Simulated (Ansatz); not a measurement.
# Response of N to small distortions

```yaml
crystal:
  lattice:
    - [2.51947, 0.00000, 0.00000]
    - [-1.25974, 2.18193, 0.00000]
    - [0.00000, 0.00000, 2.44600]
  atoms:
    - { symbol: N, position: [0.66667, 0.33333, 0.25000] }
    - { symbol: N, position: [0.33333, 0.66667, 0.75000] }
```

Atom numbers follow the list: N1, N2.

The cell is the one relaxed in the Materials Project (mp-1061298), not relaxed further here; entries there can be hypothetical.

Theory: Ansatz 0.2.0, DFT, r2SCAN, PAW with Ansatz's default frozen-core files, scalar-relativistic.

Sampling and basis: a Γ-centred 16×16×15 k mesh, Fermi–Dirac smearing of 0.05 eV, cutoff 500 eV, no spin polarisation; the PAW files were made with PBE, and the program remakes their frozen cores for this functional.

The unchanged cell is at 6.53 GPa.

In a metal, stresses and small energies carry noise from the k mesh.

x, y and z are the Cartesian axes of the cell as listed; fractional coordinates follow a strain, and an engineering shear is twice the off-diagonal strain component.

(1) One change gave: energy change +0.3 meV/atom; stress change (xx, yy, zz, yz, xz, xy) 0.22, 0.14, -0.22, 0.00, 0.00, 0.58 GPa, compression positive; change of the force on N1 (0.224, 0.000, 0.000) eV/Å. Which change was it?
A. atom 2 (N) moved by (0.0566, 0.0566, 0.0000) Å
B. z strained by -2 % at fixed volume
C. xy engineering shear strain of -2 %

## Answers

(1) C. For z strained by -2 % at fixed volume: energy change -0.4 meV/atom; stress change (xx, yy, zz, yz, xz, xy) -6.50, -6.50, 19.02, 0.00, 0.00, 0.00 GPa, compression positive. For atom 2 (N) moved by (0.0566, 0.0566, 0.0000) Å: energy change -5.6 meV/atom; stress change (xx, yy, zz, yz, xz, xy) 8.02, -7.38, -1.08, 0.00, 0.00, 7.12 GPa, compression positive; change of the force on N2 (0.048, 0.290, 0.000) eV/Å.
